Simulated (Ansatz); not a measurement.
# Moving the pressure in Ni3Al

The cell as given:

Symmetry: Pm-3m, No. 221, cubic system. Conventional cell: a = 3.523 Å, b = 3.523 Å, c = 3.523 Å, α = 90.00°, β = 90.00°, γ = 90.00°. Ni (site symmetry 4/mmm) is surrounded by 8 Ni at 2.49 Å and 4 Al at 2.49 Å. Al (site symmetry m-3m) is surrounded by 12 Ni at 2.49 Å.

The cell is a database's computed one, not the measured one.

Kept alike: task relaxation of cell and atoms; functional PBEsol; k mesh 8 × 8 × 8; occupations fermi-dirac, width 0.05 eV; collinear spin, ferromagnetic start. Program: Ansatz, Ansatz PAW, cutoff 420 eV. The mesh is that of the run's cell of 4 atoms. No spin-orbit coupling.

```tsv
pressure, P (GPa)	volume (Å³/atom)	largest site moment (μB)
0	10.896	0.24
2	10.791	0.24
5	?	?
10	10.423	0.22
20	10.041	0.19
30	9.722	0.17
```

The relaxations keep at least the cell's symmetry (Pm-3m). For a metal such a mesh leaves the last digits unconverged. The runs follow the start's structure, whether or not it is the stable one at these pressures. The runs hold the magnetic state that their start led to, which needn't be the lowest. Site moments count inside each atom's sphere or projector. All rows use potentials made for PBE.

Fit the rows shown and predict the run at 5 GPa.

Murnaghan's form V = V0 (1 + B′P/B0)^(-1/B′) through the rows shown has V0 = 10.8954, B0 = 205.1 GPa and B′ = 4.22 (largest miss 0.0008); at P = 5 it gives 10.645 Å³/atom. A least-squares line through the rows shown is largest site moment = -0.00246 P + 0.243 (largest miss 0.004); at P = 5 it gives 0.23 μB. The run gave: volume 10.645 Å³/atom; largest site moment 0.23 μB.
